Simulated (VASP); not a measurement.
# MoS2 (C2/m) in VASP: a series of runs

One crystal, MoS2, is run at these levels: PBE+U, PBEsol+U; tasks: single point.

Everything below comes from runs of VASP 6.6.1. Logs are shortened: lines on timing, memory, paths and dates and some standing lists are left out, and cuts for length are marked.

### Step 1. The crystal as given

It takes space group C2/m (No. 12, monoclinic). Conventional cell: a = 6.296 Å, b = 3.860 Å, c = 4.439 Å, α = 90.00°, β = 90.04°, γ = 90.00°. Mo (site symmetry 2/m) has 6 S at 2.35 to 2.60 Å as nearest neighbours. S (site symmetry m) has 3 Mo at 2.35 to 2.60 Å as nearest neighbours.

The cell comes from a database or a generator and needn't be the stable form of this composition.

### Step 2. Single point, PBE+U, collinear spin, zero start

INCAR reads:

```
  PREC = Accurate
  ENCUT = 520
  EDIFF = 1E-6
  ISMEAR = 0
  SIGMA = 0.05
  LREAL = F
  LASPH = T
  NELM = 100
  ALGO = Normal
  ISIF = 2
  LWAVE = F
  LCHARG = F
  ISPIN = 2
  MAGMOM = 0 0 0
  LORBIT = 11
  LMAXMIX = 4
  LDAU = T
  LDAUTYPE = 2
  LDAUL = 2 -1
  LDAUU = 2 0
  LDAUJ = 0 0
  LDAUPRINT = 1
  GGA = PE
  NBANDS = 24
```

KPOINTS reads:

```
regular mesh
0
Gamma
  6 6 4
```

POSCAR reads:

```
MoS2
1.0
    3.1479925200     -1.9297820300      0.0000000000
    3.1479925200      1.9297820300      0.0000000000
   -0.0030992400      0.0000000000      4.4393295900
Mo S
1 2
Direct
    0.0000000000      0.0000000000      0.0000000000
    0.6879000000      0.6879000000      0.2889000000
    0.3121000000      0.3121000000      0.7111000000
```

Potentials or basis: VASP PAW PBE potentials, release 64 (Mo_sv, S).

On the command line:

```bash
$ cat potpaw_PBE.64/Mo_sv/POTCAR potpaw_PBE.64/S/POTCAR > POTCAR
$ mpirun -np 1 vasp_std > vasp.out
```

OUTCAR:

```text
PREC = Accurate
   ENCUT = 520
   EDIFF = 1E-6
   ISMEAR = 0
   LREAL = F
   LASPH = T
   NELM = 100
   ISIF = 2
   ISPIN = 2
   LORBIT = 11
   GGA = PE

 ion  position               nearest neighbor table
   1  0.000  0.000  0.000-   2 2.35   3 2.35   2 2.60   2 2.60   3 2.60   3 2.60
   2  0.688  0.688  0.289-   1 2.35   1 2.60   1 2.60
   3  0.312  0.312  0.711-   1 2.35   1 2.60   1 2.60

  LATTYP: Found a base centered monoclinic cell.
 ALAT       =     6.2959850400
 B/A-ratio  =     0.6130198905
 C/A-ratio  =     0.7051050223
 COS(beta)  =    -0.0006981323

  Lattice vectors:

 A1 = (   3.1479925200,  -1.9297820300,   0.0000000000)
 A2 = (   3.1479925200,   1.9297820300,   0.0000000000)
 A3 = (  -0.0030992400,   0.0000000000,   4.4393295900)

Analysis of symmetry for initial positions (statically):
=====================================================================
 Subroutine PRICEL returns:
 Original cell was already a primitive cell.

 Routine SETGRP: Setting up the symmetry group for a
 base centered monoclinic supercell.

 Subroutine GETGRP returns: Found  4 space group operations
 (whereof  4 operations were pure point group operations)
 out of a pool of  4 trial point group operations.

The static configuration has the point symmetry C_2h.

Analysis of symmetry for dynamics (positions and initial velocities):
=====================================================================
 Subroutine PRICEL returns:
 Original cell was already a primitive cell.

 Routine SETGRP: Setting up the symmetry group for a
 base centered monoclinic supercell.

 Subroutine GETGRP returns: Found  4 space group operations
 (whereof  4 operations were pure point group operations)
 out of a pool of  4 trial point group operations.

The dynamic configuration has the point symmetry C_2h.

Analysis of structural, dynamic, and magnetic symmetry:
=====================================================================
 Subroutine PRICEL returns:
 Original cell was already a primitive cell.

 Routine SETGRP: Setting up the symmetry group for a
 base centered monoclinic supercell.

 Subroutine GETGRP returns: Found  4 space group operations
 (whereof  4 operations were pure point group operations)
 out of a pool of  4 trial point group operations.

The overall configuration has the point symmetry C_2h.

 Subroutine INISYM returns: Found  4 space group operations
 (whereof  4 operations are pure point group operations),
 and found     1 'primitive' translations

----------------------------------------------------------------------------------------

                                     Primitive cell

  volume of cell :      53.9373

  direct lattice vectors                    reciprocal lattice vectors
     3.147992520 -1.929782030  0.000000000     0.158831381 -0.259096619  0.000110885
     3.147992520  1.929782030  0.000000000     0.158831381  0.259096619  0.000110885
    -0.003099240  0.000000000  4.439329590     0.000000000  0.000000000  0.225259238

  length of vectors
     3.692413247  3.692413247  4.439330672     0.303905377  0.303905377  0.225259238

  position of ions in fractional coordinates (direct lattice)
     0.000000000  0.000000000  0.000000000
     0.687900000  0.687900000  0.288900000
     0.312100000  0.312100000  0.711100000

  ion indices of the primitive-cell ions
   primitive index   ion index
                 1           1
                 2           2
                 3           3

----------------------------------------------------------------------------------------

 KPOINTS: regular mesh
[... 78 lines left out ...]
   PSTRESS=    0.0 pullay stress
   NELECT =      26.0000    total number of electrons
   NUPDOWN=      -1.0000    fix difference up-down
   EMIN   =  10.00;   EMAX   =-10.00  energy-range for DOS
   EFERMI =   0.00;   METHOD = LEGACY
   ISMEAR =     0;   SIGMA  =   0.05  broadening in eV -4-tet -1-fermi 0-gaus
   EFERMI_NEDOS =   21; number of points for ismear=-14 and -15
   IALGO  =     38    algorithm
   IMIX   =      4    mixing-type and parameters
     AMIX     =   0.40;   BMIX     =  1.00
     AMIX_MAG =   1.60;   BMIX_MAG =  1.00
  volume/ion in A,a.u.               =      17.98       121.33
  Fermi-wavevector in a.u.,A,eV,Ry     =   1.283619  2.425688 22.418020  1.647678
  Thomas-Fermi vector in A             =   2.415861
   LORBIT       =     11    0 simple, 1 ext, 2 COOP (PROOUT), +10 PAW based schemes
 LDA+U is selected, type is set to LDAUTYPE =  2
   angular momentum for each species LDAUL =     2   -1
   U (eV)           for each species LDAUU =   2.0  0.0
   J (eV)           for each species LDAUJ =   0.0  0.0
   GGA     = PE    functional components
   LHFCALC =     F    Hartree Fock is set to
   AEXX    =    0.0000 exact exchange contribution
   IVDW    =     0    specifies the selected vdW correction
   LEPSILON=     F    determine dielectric tensor
   LRPA    =     F    only Hartree local field effects (RPA)
 spin polarized calculation
 Gauss-broadening in eV      SIGMA  =   0.05
  energy-cutoff  :      520.00
  volume of cell :       53.94
 maximum number of plane-waves:      1476
   NGX = 13   NGY = 13   NGZ = 17

 number of electron      26.0000000 magnetization       0.0000000

 number of electron      26.0000000 magnetization      -0.0000004

 Free energy of the ion-electron system (eV)
  ---------------------------------------------------
  ext. energy  EPLUGINS =         0.00000000
  ---------------------------------------------------
  free energy    TOTEN  =       -19.01505538 eV

  energy without entropy =      -19.01188453  energy(sigma->0) =      -19.01346996

atom =   1  type =  1  l = 2

 onsite density matrix

spin component  1

  0.2664 -0.0094  0.0000  0.0000  0.0000
 -0.0094  0.4063  0.0000  0.0000  0.0000
  0.0000  0.0000  0.3639  0.0704  0.0505
  0.0000  0.0000  0.0704  0.4413  0.0078
  0.0000  0.0000  0.0505  0.0078  0.3918

spin component  2

  0.2657 -0.0084  0.0000  0.0000  0.0000
 -0.0084  0.4045  0.0000  0.0000  0.0000
  0.0000  0.0000  0.3639  0.0708  0.0512
  0.0000  0.0000  0.0708  0.4412  0.0077
  0.0000  0.0000  0.0512  0.0077  0.3916

 occupancies and eigenvectors

  o =  0.2652  v =  0.0000  0.0000  0.0000  0.0000  0.0000 -0.9982 -0.0599  0.0000  0.0000  0.0000      0.0000  0.0000  0.0000  0.0000  0.0000  0.0000  0.0000  0.0000  0.0000  0.0000
  o =  0.2658  v = -0.9978 -0.0670  0.0000  0.0000  0.0000  0.0000  0.0000  0.0000  0.0000  0.0000      0.0000  0.0000  0.0000  0.0000  0.0000  0.0000  0.0000  0.0000  0.0000  0.0000
  o =  0.3025  v =  0.0000  0.0000  0.0000  0.0000  0.0000  0.0000  0.0000  0.8122 -0.3911 -0.4328      0.0000  0.0000  0.0000  0.0000  0.0000  0.0000  0.0000  0.0000  0.0000  0.0000
  o =  0.3034  v =  0.0000  0.0000  0.8137 -0.3911 -0.4300  0.0000  0.0000  0.0000  0.0000  0.0000      0.0000  0.0000  0.0000  0.0000  0.0000  0.0000  0.0000  0.0000  0.0000  0.0000
  o =  0.3994  v =  0.0000  0.0000  0.2043 -0.5001  0.8415  0.0000  0.0000  0.0000  0.0000  0.0000      0.0000  0.0000  0.0000  0.0000  0.0000  0.0000  0.0000  0.0000  0.0000  0.0000
  o =  0.3995  v =  0.0000  0.0000  0.0000  0.0000  0.0000  0.0000  0.0000  0.2050 -0.5033  0.8394      0.0000  0.0000  0.0000  0.0000  0.0000  0.0000  0.0000  0.0000  0.0000  0.0000
  o =  0.4050  v =  0.0000  0.0000  0.0000  0.0000  0.0000 -0.0599  0.9982  0.0000  0.0000  0.0000      0.0000  0.0000  0.0000  0.0000  0.0000  0.0000  0.0000  0.0000  0.0000  0.0000
  o =  0.4069  v = -0.0670  0.9978  0.0000  0.0000  0.0000  0.0000  0.0000  0.0000  0.0000  0.0000      0.0000  0.0000  0.0000  0.0000  0.0000  0.0000  0.0000  0.0000  0.0000  0.0000
  o =  0.4941  v =  0.0000  0.0000 -0.5442 -0.7726 -0.3270  0.0000  0.0000  0.0000  0.0000  0.0000      0.0000  0.0000  0.0000  0.0000  0.0000  0.0000  0.0000  0.0000  0.0000  0.0000
  o =  0.4947  v =  0.0000  0.0000  0.0000  0.0000  0.0000  0.0000  0.0000 -0.5462 -0.7705 -0.3287      0.0000  0.0000  0.0000  0.0000  0.0000  0.0000  0.0000  0.0000  0.0000  0.0000

 number of electron      26.0000001 magnetization       0.0027870

 Free energy of the ion-electron system (eV)
  ---------------------------------------------------
  ext. energy  EPLUGINS =         0.00000000
  ---------------------------------------------------
  free energy    TOTEN  =       -16.79694680 eV

  energy without entropy =      -16.79232831  energy(sigma->0) =      -16.79463756

 E-fermi :   7.5567     XC(G=0): -11.0141

 val. band max:        7.5557253051   @ k =   0.1667   0.1667   0.5000
 cond. band min:       7.5626712253   @ k =   0.1667   0.1667   0.5000
 fundamental gap:      0.0069459202
 Fermi energy:         7.5566534180

 spin component 1

 k-point     1 :       0.0000    0.0000    0.0000
  band No.  band energies     occupation
      1     -54.2458      1.00000
      2     -28.5285      1.00000
      3     -28.2564      1.00000
      4     -28.0733      1.00000
      5      -7.2345      1.00000
      6      -3.7472      1.00000
[... 1289 lines left out ...]
     23      18.9252      0.00000
     24      19.6413      0.00000

 [... further k-points ...]
[... 5 lines left out ...]
  --------------------------------------------------------------------------------------
  -------------------------------------------------------------------------------------
  Total       -3.0676238     -4.7536620      5.4316385      0.0000000      0.0000000     -2.2221313
  in kB      -91.1220219   -141.2048289    161.3437348      0.0000000      0.0000000    -66.0071481
  external PRESSURE =     -23.6610387 kB  Pullay stress =       0.0000000 kB

 VOLUME and BASIS-vectors are now :
 -----------------------------------------------------------------------------
  energy-cutoff  :      520.00
  volume of cell :       53.94
      direct lattice vectors                 reciprocal lattice vectors
     3.147992520 -1.929782030  0.000000000     0.158831381 -0.259096619  0.000110885
     3.147992520  1.929782030  0.000000000     0.158831381  0.259096619  0.000110885
    -0.003099240  0.000000000  4.439329590     0.000000000  0.000000000  0.225259238

 POSITION                                       TOTAL-FORCE (eV/Angst)
 -----------------------------------------------------------------------------------
      0.00000      0.00000      0.00000         0.000000      0.000000      0.000000
      4.33011      0.00000      1.28252        -0.961648      0.000000     -0.588794
      1.96277      0.00000      3.15681         0.961648      0.000000      0.588794
 -----------------------------------------------------------------------------------
    total drift:                               -0.000000      0.000000      0.000000

  FREE ENERGIE OF THE ION-ELECTRON SYSTEM (eV)
  ---------------------------------------------------
  free  energy   TOTEN  =       -16.7969468032 eV

  energy  without entropy=      -16.7923283106  energy(sigma->0) =      -16.79463756

 total charge

# of ion       s       p       d       tot
------------------------------------------
    1        2.283   6.154   3.693  12.130
    2        1.366   2.310   0.000   3.675
    3        1.366   2.310   0.000   3.675
--------------------------------------------------
tot          5.015  10.774   3.693  19.481

 magnetization (x)

# of ion       s       p       d       tot
------------------------------------------
    1        0.000   0.000   0.003   0.003
    2       -0.000  -0.000   0.000  -0.000
    3       -0.000  -0.000   0.000  -0.000
--------------------------------------------------
tot          0.000  -0.000   0.003   0.003
```

Wall time 3.6 min (1 thread of AMD EPYC 7R43 (Zen 3), shared host); peak memory 0.21 GiB.

Results:

| Item | Value |
| --- | --- |
| Free energy | -16.7969 eV |
| Pressure | -2.4 GPa |
| Largest force | 1.128 eV/Å |
| Band gap on the k mesh | none (metal or under the smearing width) |
| Net moment | 0.00 μB per cell |
| Valence electrons inside the program's atomic spheres | Mo 12.13; S 3.67 |

Forces on the atoms (eV/Å):
```
Mo   0.000  0.000  0.000
S   -0.962  0.000 -0.589
S    0.962  0.000  0.589
```

Stress tensor (GPa, compression positive):
```
 -9.11   0.00  -6.60
  0.00 -14.12   0.00
 -6.60   0.00  16.13
```

Eigenvalues of the final occupation matrices:
```
    site  spin  trace               eigenvalues
site 1 d     1   1.87  0.27 0.30 0.40 0.41 0.49
site 1 d     2   1.87  0.27 0.30 0.40 0.41 0.49
```

Caveat: forces of over 1 eV/Å show positions far from the minimum, so gaps and moduli don't describe the material at rest.

### Step 3. Single point, PBE+U, collinear spin, random start

Changes to INCAR since step 2:

```diff
@@ -13,3 +13,3 @@
   ISPIN = 2
-  MAGMOM = 0 0 0
+  MAGMOM = -0.25 0 0
   LORBIT = 11
@@ -23,2 +23 @@
   GGA = PE
-  NBANDS = 24
```

KPOINTS is that of step 2.

POSCAR is that of step 2.

Potentials or basis: VASP PAW PBE potentials, release 64 (Mo_sv, S).

On the command line:

```bash
$ cat potpaw_PBE.64/Mo_sv/POTCAR potpaw_PBE.64/S/POTCAR > POTCAR
$ mpirun -np 1 vasp_std > vasp.out
```

Run time: 2.7 min. Hardware: 1 thread of AMD EPYC 7R43 (Zen 3), shared host; peak memory 0.19 GiB.

The run converged. Its results:

| Quantity | Value |
| --- | --- |
| Free energy | -17.3387 eV |
| Pressure | 4.6 GPa |
| Largest force | 1.440 eV/Å |
| Band gap on the k mesh | none (metal or under the smearing width) |
| Net moment | -2.05 μB per cell |
| Site moments | Mo -2.12; S +0.14 μB |
| Valence electrons inside the program's atomic spheres | Mo 12.19; S 3.70 |

Forces on the atoms (eV/Å):
```
Mo   0.000  0.000  0.000
S   -1.191  0.000 -0.810
S    1.191  0.000  0.810
```

Stress tensor (GPa, compression positive):
```
  2.79   0.00 -10.06
  0.00  -5.75   0.00
-10.06   0.00  16.75
```

Levels at points of the mesh, in eV from the Fermi level:
Spin up:
```
           k point  band 9  band 10  band 11  band 12  band 13  band 14  band 15  band 16
(0.00, 0.00, 0.00)   -4.13    -0.92    -0.40     0.69     1.03     1.15     2.29     2.70
(0.50, 0.00, 0.00)   -3.23    -3.04    -2.98    -2.14     0.52     2.25     2.28     4.02
(0.50, 0.50, 0.00)   -3.47    -2.51    -2.04    -1.83     0.07     1.99     2.04     4.40
(0.00, 0.00, 0.50)   -2.67    -2.52    -2.22    -1.44     0.66     1.09     1.95     4.87
(0.50, 0.00, 0.50)   -4.17    -1.45    -1.40     0.02     1.29     1.98     2.42     3.51
(0.50, 0.50, 0.50)   -4.16    -2.66    -1.76    -1.11     1.60     1.83     2.30     3.40
```
Spin down:
```
           k point  band 10  band 11  band 12  band 13  band 14  band 15  band 16  band 17
(0.00, 0.00, 0.00)    -1.61    -1.36    -0.85    -0.24    -0.11     0.84     1.83     2.77
(0.50, 0.00, 0.00)    -3.27    -3.02    -2.15    -1.09    -0.79    -0.41     2.88     4.47
(0.50, 0.50, 0.00)    -3.22    -3.20    -1.88    -1.63    -0.63    -0.34     3.60     4.02
(0.00, 0.00, 0.50)    -2.35    -2.05    -1.78    -1.65    -1.34    -0.02     4.14     4.36
(0.50, 0.00, 0.50)    -2.13    -1.44    -1.11    -0.74    -0.36     0.08     2.39     3.87
(0.50, 0.50, 0.50)    -3.05    -1.70    -1.27    -1.10    -0.61    -0.28     2.00     3.98
```

Eigenvalues of the final occupation matrices:
| site | spin | trace | eigenvalues |
| --- | --- | --- | --- |
| site 1 d | 1 | 0.86 | 0.05 0.10 0.11 0.26 0.35 |
| site 1 d | 2 | 2.94 | 0.41 0.43 0.64 0.67 0.78 |

Caveat: forces of over 1 eV/Å show positions far from the minimum, so gaps and moduli don't describe the material at rest. The state reached can hang on the start; a lower one may exist.

[end of part 1 of 2]
